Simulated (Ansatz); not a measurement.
Runs of Ansatz 0.2.0 on Al2O3. Symmetry: Pnnm, No. 58, orthorhombic system. Conventional cell: a = 4.614 Å, b = 9.563 Å, c = 3.120 Å, α = 90.00°, β = 90.00°, γ = 90.00°. Al (site symmetry m) is surrounded by 4 O at 1.68 to 1.82 Å. O (site symmetry 2/m) is surrounded by 2 Al at 1.68 Å. Around O (site symmetry m) lie 3 Al at 1.82 Å. Measurements of this composition are mostly on another form, of space group No. 167.

```tsv
task	level	cell	k mesh	smearing	points for each segment of the path	target pressure (GPa)	gap on the mesh (eV)	pressure (GPa)	relaxed volume (Å³/atom)	largest force (eV/Å)
relaxation of cell and atoms	PBE	relaxed	6 × 3 × 9	fermi-dirac 0.05 eV	-	-	(a)	0.0	13.84	-
band structure	PBE	as given	6 × 3 × 9	fermi-dirac 0.05 eV	10	-	3.52	0.0	-	0.19
single point	PBE	as given	6 × 3 × 9	gaussian 0.011 eV	-	-	3.52	0.0	-	0.19
relaxation of cell and atoms	LDA	relaxed	6 × 3 × 9	fermi-dirac 0.05 eV	-	-	3.48	0.0	(b)	0.01
relaxation of cell and atoms	LDA	relaxed to 30 GPa	5 × 3 × 7	fermi-dirac 0.05 eV	-	30	4.82	30.0	-	-
```

Alike in all rows: potentials or basis Ansatz PAW; no spin polarisation; cutoff (eV) 420.

Task: Estimate the missing entries.

Result: (a) 3.41; (b) 13.08.

Caveats: odd divisions of the mesh miss points on the zone boundary, where band edges often lie, so the gap on the mesh can be too wide (some runs); the plane-wave basis is chosen anew once the cell has moved, so the energies of steps on either side of that aren't comparable (some runs); the PAW data sets come from PBE, with cores solved anew for the run's functional, which leaves a small shift of forces and pressure (some runs); the volume moved by over 15 % at a fixed basis, so the end points are rough (some runs).

A k mesh can miss the band edges.
